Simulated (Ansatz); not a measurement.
**Trial structures of HfSiO4: starts and ends**

These are results of DFT PBE, scalar-relativistic, plane waves, PAW (Ansatz), not measurements. All cells share a 420 eV cutoff and Γ-centred k meshes spaced at most about 0.3 Å⁻¹ (about 0.25 or finer for metals, 2π included). No spin polarisation in the final relaxations.

Each guess was relaxed in cell and atoms at zero pressure, within the symmetry of its start. These are static total energies at zero pressure. Coordination counts O atoms around Hf and Si (those within 1.25 times the shortest such distance or 1.15 times the sum of covalent radii; a plus sign parts nearer from farther groups; the shortest distance is added where it is long for a bond).

```json
{"guess": "1", "made from": "MgAlB4 type", "start group": "P6/mmm", "V start (Å³/atom)": "10.0", "end group": "P6/mmm", "V end (Å³/atom)": "10.5", "coordination at the end": "Hf 12, Si 12 from 2.6 Å", "gap on mesh (eV)": "0", "E over the lowest end (meV/atom)": "1365"}
{"guess": "2", "made from": "TlClO4 type", "start group": "F-43m", "V start (Å³/atom)": "13.0", "end group": "?", "V end (Å³/atom)": "?", "coordination at the end": "?", "gap on mesh (eV)": "?", "E over the lowest end (meV/atom)": "?"}
{"guess": "3", "made from": "random cell", "start group": "P4mm", "V start (Å³/atom)": "11.7", "end group": "P4/mmm", "V end (Å³/atom)": "10.5", "coordination at the end": "Hf 8, Si 8", "gap on mesh (eV)": "0", "E over the lowest end (meV/atom)": "1349"}
{"guess": "4", "made from": "AlTlF4 type", "start group": "P4/mmm", "V start (Å³/atom)": "10.5", "end group": "P4/mmm", "V end (Å³/atom)": "10.6", "coordination at the end": "Hf 8, Si 4+2", "gap on mesh (eV)": "0", "E over the lowest end (meV/atom)": "0"}
```

Guess 2 as it starts:

```
CELL_PARAMETERS angstrom
0.00000 3.39165 3.39165
3.39165 0.00000 3.39165
3.39165 3.39165 0.00000
ATOMIC_POSITIONS crystal
Hf 0.50000 0.50000 0.50000
Si 0.00000 0.00000 0.00000
O 0.11110 0.66670 0.11110
O 0.11110 0.11110 0.66670
O 0.66670 0.11110 0.11110
O 0.11110 0.11110 0.11110
```

**Question.** Fill in the missing row: what does this guess relax into, and where does it rank?

**Answer.** It ends in space group F-43m (No. 216), with a = 6.912 Å, 13.8 Å³/atom and a gap of 0.14 eV. It lies 0.69 eV/atom over the lowest end, above guess 4 and below guess 3. Counting O atoms around Hf and Si, this end has Hf 12 from 2.9 Å, Si 4 and the lowest (guess 4) has Hf 8, Si 4+2.

```
CELL_PARAMETERS angstrom
0.00000 3.45596 3.45596
3.45596 0.00000 3.45596
3.45596 3.45596 0.00000
ATOMIC_POSITIONS crystal
Hf 0.50000 0.50000 0.50000
Si 0.00000 0.00000 0.00000
O 0.13228 0.13228 0.60315
O 0.13228 0.60315 0.13228
O 0.13228 0.13228 0.13228
O 0.60315 0.13228 0.13228
```

The zero of energy is the elements' standard structures at the same level (O₂ as a molecule); no fitted shifts are applied.

**Question.** Is the lowest end bound against the elements?

**Answer.** Yes: its formation energy is −1.88 eV/atom. It lies below the elements, which doesn't yet make it stable against other compounds or structures.

Spin–orbit coupling, which can matter for Hf, is left out. Kohn–Sham gaps at this level usually fall short of measured ones. Cells relaxed within their symmetry can be saddle points. The part of the Crystallography Open Database at hand lists HfSiO4 in space group No. 141, which no cell shown has. Some candidate types were left out of the draw beforehand, so a known form may be missing.
